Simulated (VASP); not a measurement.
Crystal: KTaO3.

```
CELL_PARAMETERS angstrom
3.98830 0.00000 0.00000
0.00000 3.98830 0.00000
0.00000 0.00000 3.98830
ATOMIC_POSITIONS crystal
Ta 0.00000 0.00000 0.00000
K 0.50000 0.50000 0.50000
O 0.00000 0.00000 0.50000
O 0.00000 0.50000 0.00000
O 0.50000 0.00000 0.00000
```

Base run:

- Program: VASP 6.6.1
- Functional: HSE03
- Potentials or basis: VASP PAW PBE potentials, release 64 (Ta_pv, K_sv, O)
- Cutoff: 520 eV
- k mesh: 4 × 4 × 4
- Occupations: gaussian, width 0.02 eV
- Spin: no spin polarisation

Its results: band gap on the k mesh 3.24 eV, indirect (least direct gap 3.91 eV); pressure 0.3 GPa.

Task: The run is repeated on the same cell with these changes: functional from HSE03 to PBE0. What comes out?

Result: Band gap on the k mesh 4.23 eV, indirect (least direct gap 4.89 eV); pressure -0.1 GPa.

Caveats: the PAW data sets were made with another functional, which shifts forces and pressure a little; spin-orbit coupling is left out, which moves the levels of the heavy elements.

Not every run made on this cell is shown here.
